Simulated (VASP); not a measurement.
Se:

```xyz
1
Lattice="1.9250 1.1114 0.8817 -1.9250 1.1114 0.8817 0.0000 -2.2228 0.8817" Properties=species:S:1:pos:R:3 pbc="T T T"
Se    0.0000    0.0000    0.0000
```

This isn't the form of Se at room conditions, which is trigonal, of chains.

| Property | Result |
| --- | --- |
| Program | VASP 6.6.1 |
| Task | relaxation of cell and atoms |
| Functional | PBE |
| Potentials or basis | VASP PAW PBE potentials, release 64 (Se) |
| Cutoff | 520 eV |
| k mesh | 21 × 21 × 21 |
| Occupations | gaussian, width 0.1 eV |
| Spin | no spin polarisation |

At the start: pressure 161.2 GPa; volume 11.32 Å³/atom.

Q: Where does the relaxation end?

A: Over 25 steps the energy falls by 3038.5 meV/atom and the volume is 22.51 Å³/atom (+98.9 %); space group R-3m (No. 166, to 0.05 Å).

The path:
```tsv
step	energy change (eV)	largest force (eV/Å)	pressure (GPa)	volume (Å³)
1	0.0000	0.0000	161.17	11.32
2	-1.4469	0.0000	-8.78	42.08
3	-2.6750	0.0000	-3.41	21.58
4	-2.6834	0.0000	-2.05	21.09
5	-2.6878	0.0000	0.15	20.41
6	-2.6874	0.0000	-0.61	20.63
7	-2.7482	0.0000	-0.30	20.71
8	-2.9262	0.0000	2.05	20.71
9	-2.9401	0.0000	12.86	19.75
10	-2.9570	0.0000	11.48	19.99
11	-2.9936	0.0000	7.47	20.69
12	-2.9952	0.0000	0.48	22.02
13	-3.0066	0.0000	3.81	21.37
14	-3.0066	0.0000	3.52	21.43
15	-3.0104	0.0000	3.46	21.46
16	-3.0199	0.0000	3.39	21.55
17	-3.0305	0.0000	3.02	21.69
18	-3.0219	0.0000	1.65	21.76
19	-3.0318	0.0000	2.58	21.75
20	-3.0368	0.0000	1.06	22.16
21	-3.0380	0.0000	-0.31	22.58
22	-3.0380	0.0000	-0.12	22.52
23	-3.0381	0.0000	-0.10	22.52
24	-3.0383	0.0000	-0.08	22.52
25	-3.0385	0.0000	-0.03	22.51
```

Final structure:
```
CELL_PARAMETERS angstrom
2.03856 1.17697 1.56371
-2.03856 1.17697 1.56371
0.00000 -2.35393 1.56371
ATOMIC_POSITIONS crystal
Se 0.00000 0.00000 0.00000
```

Caveat: the volume moved by over 15 % at a fixed basis, so the end points are rough; the volume moved by +99 % from the deposited cell, more than functionals usually miss.
